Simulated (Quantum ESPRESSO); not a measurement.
Al2Pt:

```
CELL_PARAMETERS angstrom
0.00000 2.95500 2.95500
2.95500 0.00000 2.95500
2.95500 2.95500 0.00000
ATOMIC_POSITIONS crystal
Pt 0.00000 0.00000 0.00000
Al 0.75000 0.75000 0.75000
Al 0.25000 0.25000 0.25000
```

```yaml
Program: Quantum ESPRESSO 7.5
Task: phonons and electron-phonon coupling
Functional: PBE
Potentials_or_basis: GBRV 1.5 PBE
Cutoff: 612 eV
Density_cutoff: 4898 eV
k_mesh: 6 × 6 × 6
Occupations: methfessel-paxton, width 0.272 eV
Spin: no spin polarisation
Mixing_beta: 0.5
Most_SCF_iterations: 120
SCF_threshold: 6e-10 Ry
q_mesh: 3 × 3 × 3
```

The cell and the atoms were relaxed first, to 17.48 Å³/atom (a = 4.201 Å, b = 4.201 Å, c = 4.201 Å, α = 60.00°, β = 60.00°, γ = 60.00°), and the response was taken there.

Problem. What are the zero-point energy, and the vibrational entropy and heat capacity at 298.15 K?

Solution. Zero-point energy 37.8 meV/atom; entropy 3.58 k_B/atom (29.8 J/(K·mol of atoms)); Cv 2.74 k_B/atom, 91 % of the classical limit. These are harmonic values without the electrons' part.

Phonon frequencies at the corners of the path (cm⁻¹, interpolated; i marks imaginary ones):
```csv
point,frequencies
Γ,0 0 0 231 231 231 283 283 283
X,93 93 122 204 224 224 297 297 300
W,89 108 108 205 226 263 263 297 319
K,86 102 113 207 236 237 286 290 313
L,66 66 121 260 260 261 267 267 279
U,86 102 113 207 236 237 286 290 313
```

Harmonic thermodynamics per atom at this volume (zero-point energy 37.8 meV, Debye temperature from the second moment 410 K):
```
 T (K)  free energy (meV)  entropy (k_B)  heat capacity Cv (k_B)
    50               37.4           0.36                    0.67
   100               34.2           1.11                    1.57
   200               18.3           2.54                    2.47
298.15               -7.8           3.58                    2.74
   500              -83.8           5.04                    2.90
   800             -233.4           6.42                    2.96
```

Phonon states per cell in windows of 20 cm⁻¹ (negative: imaginary):
```
from (cm⁻¹)  total    Pt    Al
          0   0.00  0.00  0.00
         20   0.05  0.04  0.01
         40   0.22  0.18  0.04
         60   0.79  0.69  0.09
         80   0.93  0.85  0.08
        100   0.99  0.95  0.04
        120   0.01  0.01  0.00
        140   0.00  0.00  0.00
        160   0.00  0.00  0.00
        180   0.00  0.00  0.00
        200   0.34  0.00  0.34
        220   1.40  0.08  1.31
        240   1.28  0.08  1.20
        260   1.04  0.03  1.01
        280   1.41  0.05  1.35
        300   0.51  0.01  0.51
```

Caveat: the k mesh is coarse; the mesh is thin for the phonons of a metal; λ from interpolated matrix elements is rough: modes that symmetry makes equal can differ by tens of percent.
